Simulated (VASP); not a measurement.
Set up this calculation in VASP 6.6.1, as the native input.

| Property | Result |
| --- | --- |
| Task | dielectric tensor |
| Functional | PBE |
| Potentials or basis | VASP PAW PBE potentials, release 64 (Cu, O) |
| Cutoff | 600 eV |
| k mesh | 8 × 8 × 8 |
| Occupations | gaussian, width 0.03 eV |
| Spin | no spin polarisation |
| Monkhorst-Pack mesh | yes |
| Further INCAR settings | ALGO = Normal; EDIFF = 1e-08 |

The structure of Cu2O (Cuprite) lies in POSCAR:

```
Cu2O                                    
1.0
    4.3071284838      0.0000000000      0.0000000000
    0.0000000000      4.3071284838      0.0000000000
    0.0000000000      0.0000000000      4.3071284838
  Cu              O             
     4     2
Direct
     0.2500000000000000    0.2500000000000000    0.2500000000000000
     0.2500000000000000    0.7500000000000000    0.7500000000000000
     0.7500000000000000    0.7500000000000000    0.2500000000000000
     0.7500000000000000    0.2500000000000000    0.7500000000000000
     0.0000000000000000    0.0000000000000000    0.0000000000000000
     0.5000000000000000    0.5000000000000000    0.5000000000000000
```

One way to write it, as run:

INCAR

```
ALGO     = Normal         # electronic algorithm
EDIFF    = 1E-8           # SCF threshold, eV
ENCUT    = 600            # plane-wave cutoff, eV
GGA      = PE             # functional
ISIF     = 2              # what is computed and relaxed
ISMEAR   = 0              # smearing method
KPAR     = 2            
LASPH    = True           # aspherical terms in the spheres
LCHARG   = False          # write CHGCAR
LEPSILON = True           # dielectric tensor by DFPT
LREAL    = False          # projectors in reciprocal space
LWAVE    = False          # write WAVECAR
NELM     = 80             # most SCF steps
PREC     = Accurate       # precision mode
SIGMA    = 0.03           # smearing width, eV
```

KPOINTS

```
k-points
0
Monkhorst-Pack
  8 8 8
```

Potentials or basis: VASP PAW PBE potentials, release 64 (Cu, O).

Launch:

```sh
$ cat potpaw_PBE.64/Cu/POTCAR potpaw_PBE.64/O/POTCAR > POTCAR
$ mpirun -np 2 vasp_std > vasp.out
```

It gave:

* Electronic dielectric tensor (diagonal): 8.60
* Born charges (mean of the diagonal): Cu +0.81; O -1.62 e

Wall time 3.4 min on 2 MPI ranks on Intel(R) Xeon(R) 6975P-C (Granite Rapids), with other jobs on the host, peak memory 0.47 GiB a rank.
